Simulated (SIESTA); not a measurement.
The system is TiTe2.

```
Te Ti
1.0
     3.77700    0.00000    0.00000
    -1.88850    3.27098    0.00000
     0.00000    0.00000    6.49800
Te Ti
2 1
Direct
  0.33333 0.66667 0.73720
  0.66667 0.33333 0.26280
  0.00000 0.00000 0.00000
```

Program: SIESTA 5.4.2. Alike in all runs: potentials or basis PseudoDojo 0.4 standard (PBE files), DZP (energy shift 0.003 Ry; two zetas on semicore shells); no spin polarisation; cell as given; smearing fermi-dirac 0.05 eV; grid cutoff 800 Ry; energy shift 0.003 Ry.

Task: Order these runs on this cell by their pressure, lowest first.
A. level vdW-DF2; k mesh 8 × 8 × 4
B. level vdW-DF-cx; k mesh 8 × 8 × 4
C. level vdW-DF; k mesh 8 × 8 × 4
D. level PBE; k mesh 6 × 6 × 3; broadening (eV) 0.1 eV; window to (eV) 30 eV; optical mesh offset true

Result: B (-0.2 GPa), D (1.8 GPa), C (5.6 GPa), A (8.3 GPa).

Caveats: the basis of atomic orbitals isn't converged, which shifts pressures, moduli and gaps; the potentials were made for another functional, which shifts forces and pressure (some runs); the basis holds too few empty states to meet the f-sum rule, so the spectrum is short of weight at high energy (some runs).
